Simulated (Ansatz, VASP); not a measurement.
Two plane-wave programs on Y

```xyz
1
Lattice="-2.0338 2.0338 2.0338 2.0338 -2.0338 2.0338 2.0338 2.0338 -2.0338" Properties=species:S:1:pos:R:3 pbc="T T T"
Y     0.0000    0.0000    0.0000
```

The cell was built by a generator and needn't be a form met in nature.

Alike in both runs: functional r2SCAN; k mesh 7 × 7 × 7; no spin polarisation.

Ansatz relaxed the structure, and its values are those at the end. VASP's run is a single point on that final structure, the one shown.

|  | VASP | Ansatz |
| --- | --- | --- |
| version | VASP 6.6.1 | Ansatz 0.2.0 |
| potentials or method | VASP PAW PBE potentials, release 64 (Y_sv) | PAW plane waves |
| plane-wave cutoff (eV) | 520 | 500 |
| occupations | fermi-dirac, width 0.1 eV | fermi-dirac |
| valence electrons in the cell | 11 | 11 |

Ansatz gave:

| Quantity | Value |
| --- | --- |
| gap on the k mesh at the Fermi level (eV) | none |
| pressure (GPa) | 0.0 |

Problem. What did VASP give for the same quantities?

Solution. gap on the k mesh at the Fermi level (eV): none; pressure (GPa): 0.1.

A gap of «none» marks a metal or a gap that the smearing closes.

Caveats: the PAW data sets were made with another functional, which shifts forces and pressure a little (VASP).
